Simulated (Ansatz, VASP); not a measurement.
## One calculation of KMgF3, two programs

```xyz
5
Lattice="4.0000 0.0000 0.0000 0.0000 4.0000 0.0000 0.0000 0.0000 4.0000" Properties=species:S:1:pos:R:3 pbc="T T T"
K     2.0000    2.0000    2.0000
Mg    0.0000    0.0000    0.0000
F     0.0000    2.0000    0.0000
F     0.0000    0.0000    2.0000
F     2.0000    0.0000    0.0000
```

Alike in both runs: functional PBE; k mesh 6 × 6 × 6; occupations gaussian, width 0.02 eV; no spin polarisation.

Ansatz relaxed the structure, and its values are those at the end. VASP's run is a single point on that final structure, the one shown.

|  | VASP | Ansatz |
| --- | --- | --- |
| version | VASP 6.6.1 | Ansatz 0.2.0 |
| potentials or method | VASP PAW PBE potentials, release 64 (K_sv, Mg, F) | scalar-relativistic, plane waves, PAW |
| plane-wave cutoff (eV) | 520 | 420 |
| valence electrons in the cell | 32 | 40 |

|  | VASP | Ansatz | Ansatz less VASP |
| --- | --- | --- | --- |
| gap on the k mesh at the Fermi level (eV) | 7.22 | 7.25 | +0.030 |
| least direct gap on the mesh (eV) | 7.55 | 7.58 | +0.028 |
| pressure (GPa) | 2.5 | 2.9 | +0.43 |

The two sets of potentials don't hold the same shells in valence.

A k mesh can miss the band edges. As with any semilocal functional, this PBE gap is likely too small.
